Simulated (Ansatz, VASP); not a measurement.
One calculation of CoSi, two programs

The input INCAR:

```
PREC = Accurate ; ENCUT = 520
EDIFF = 1E-7 ; ISMEAR = -1
SIGMA = 0.05 ; LREAL = False
LASPH = True ; NELM = 150
ALGO = Normal ; ISIF = 2
LWAVE = False ; LCHARG = True
ISPIN = 2 ; MAGMOM = 2 0
LORBIT = 11 ; LMAXMIX = 4
LELF = True ; LVHAR = True
NBANDS = 18
```

The input KPOINTS:

```
Automatic mesh
0
Gamma
  10 10 10
```

POSCAR

```
CoSi
1.0
    2.7626667664      0.0000000000      0.0000000000
    0.0000000000      2.7626667664      0.0000000000
    0.0000000000      0.0000000000      2.7626667664
Co Si
1 1
Direct
    0.0000000000      0.0000000000      0.0000000000
    0.5000000000      0.5000000000      0.5000000000
```

Contents of input.yaml:

```yaml
crystal:
  lattice:
    - [2.7626667664, 0.0, 0.0]
    - [0.0, 2.7626667664, 0.0]
    - [0.0, 0.0, 2.7626667664]
  atoms:
    - { symbol: Co, position: [0.0, 0.0, 0.0], spin: 2.0 }
    - { symbol: Si, position: [0.5, 0.5, 0.5] }
kpoints:
  mp_grid: { grid: [10, 10, 10] }
scf:
  occupations: { method: fermi_dirac, width: 0.05 }
hamiltonian:
  xc: lda
  pseudopotentials: { kind: all_electron, lapw: { basis_error: 0.001 } }
magnetization:
  spin_polarized: true
output:
  forces: true
  stress: true
  eigenvalues: true
```

Change from the starting cell: volume scaled by 0.98.

Alike in both runs: task single point; functional LDA; k mesh 10 × 10 × 10; occupations fermi-dirac, width 0.05 eV; collinear spin.

|  | VASP | Ansatz |
| --- | --- | --- |
| version | VASP 6.6.1 | Ansatz 0.2.0 |
| potentials or method | VASP PAW LDA potentials, release 64 (Co, Si) | all-electron LAPW, scalar-relativistic |
| plane-wave cutoff (eV) | 520 | see its input |

```csv
,VASP,Ansatz,Ansatz less VASP
gap on the k mesh at the Fermi level (eV),none,none,-
pressure (GPa),-8.5,-8.5,+0.02
net moment per atom (μB),0.08,0.18,+0.100
size of the moment on the site where the two differ most (μB),0.17,0.37,+0.203
```

Site moments also hang on the region over which each program counts them. A gap of «none» marks a metal or a gap that the smearing closes. Ansatz ran all-electron here, so the differences hold the error of VASP's frozen core and of both bases.
